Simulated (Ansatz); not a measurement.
Rough cost of magnetic runs on Gd (Im-3m) in Ansatz 0.2.0, 1 thread of Intel(R) Xeon(R) Platinum 8259CL CPU @ 2.50GHz (Skylake/Cascade Lake), on a shared host.

```
CELL_PARAMETERS angstrom
4.05000 0.00000 0.00000
0.00000 4.05000 0.00000
0.00000 0.00000 4.05000
ATOMIC_POSITIONS crystal
Gd 0.00000 0.00000 0.00000
Gd 0.50000 0.50000 0.50000
```

```csv
run,"functional, mesh",k points solved,bands,iterations,wall time (s),peak memory (GiB)
LAPW: start Gd1↑ Gd2↓,"PBE, 8×8×8",35,42,12,29,0.5
LAPW: parallel moments,"PBE, 8×8×8",35,42,11,45,0.5
PAW: parallel moments,"PBE, 8×8×8",35,30,11,17,0.49
PAW: start Gd1↑ Gd2↓,"PBE, 8×8×8",35,30,10,10,0.5
PAW: no spin polarisation,"PBE, 8×8×8",35,30,17,15,0.43
```

(1) Roughly how much dearer is an iteration by LAPW than by PAW among the runs with the first row's mesh and spin treatment (collinear)?

Runs with the default search for lower states can spend part of their time in further cycles.

The program warned that a lower magnetic state may exist. Without U a semilocal functional puts the f levels too near the Fermi level, which can change moments and the order of magnetic states; site and cell moments are spin moments. Spin–orbit coupling is left out although heavy atoms are present. With open f shells a run can end in a state that isn't the lowest. The state reached may lie above the lowest one, so it isn't offered as the ground state.

Answers

(1) About 2.6 times (medians of wall time over iterations; times from a shared host are rough).
